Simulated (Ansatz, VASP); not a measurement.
# Two plane-wave programs on Tl

INCAR

```
  ALGO = Normal
  EDIFF = 1E-7
  ENCUT = 520
  GGA = PE
  ISIF = 2
  ISMEAR = -1
  LASPH = T
  LCHARG = F
  LREAL = F
  LWAVE = F
  NBANDS = 12
  NELM = 100
  PREC = Accurate
  SIGMA = 0.08
```

KPOINTS

```
k-points
0
Gamma
  12 12 12
```

Contents of POSCAR:

```
Tl
1.0
    2.5807992469      0.0000000000      0.0000000000
    0.0000000000      2.5807992469      0.0000000000
    0.0000000000      0.0000000000      2.5807992469
Tl
1
Direct
    0.0000000000      0.0000000000      0.0000000000
```

Input for Ansatz:

```yaml
crystal:
  lattice:
    - [2.5807992469, 0.0, 0.0]
    - [0.0, 2.5807992469, 0.0]
    - [0.0, 0.0, 2.5807992469]
  atoms:
    - { symbol: Tl, position: [0.0, 0.0, 0.0] }
kpoints:
  mp_grid: { grid: [12, 12, 12] }
scf:
  occupations: { method: fermi_dirac, width: 0.08 }
hamiltonian:
  xc: pbe
  pseudopotentials: { kind: paw }
output:
  forces: true
  stress: true
  eigenvalues: true
  populations: true
```

Change from the starting cell: volume scaled by 0.5, PAW files.

Alike in both runs: task single point; functional PBE; k mesh 12 × 12 × 12; occupations fermi-dirac, width 0.08 eV; no spin polarisation.

|  | VASP | Ansatz |
| --- | --- | --- |
| version | VASP 6.6.1 | Ansatz 0.2.0 |
| potentials or method | VASP PAW PBE potentials, release 64 (Tl_d) | PAW with Ansatz's default frozen-core files, scalar-relativistic |
| plane-wave cutoff (eV) | 520 | 420 |
| valence electrons in the cell | 13 | 13 |

```csv
,VASP,Ansatz,Ansatz less VASP
pressure (GPa),101.8,101.7,-0.10
```

With one functional, cell and mesh, what is left measures potentials, basis and numerics.

Caveats: the cell as given lies far from equilibrium; so large a pressure means that the cell lies far from this level's equilibrium, or that cutoff or potentials fall short (VASP). Spin-orbit coupling is left out, which matters for the levels of Tl.
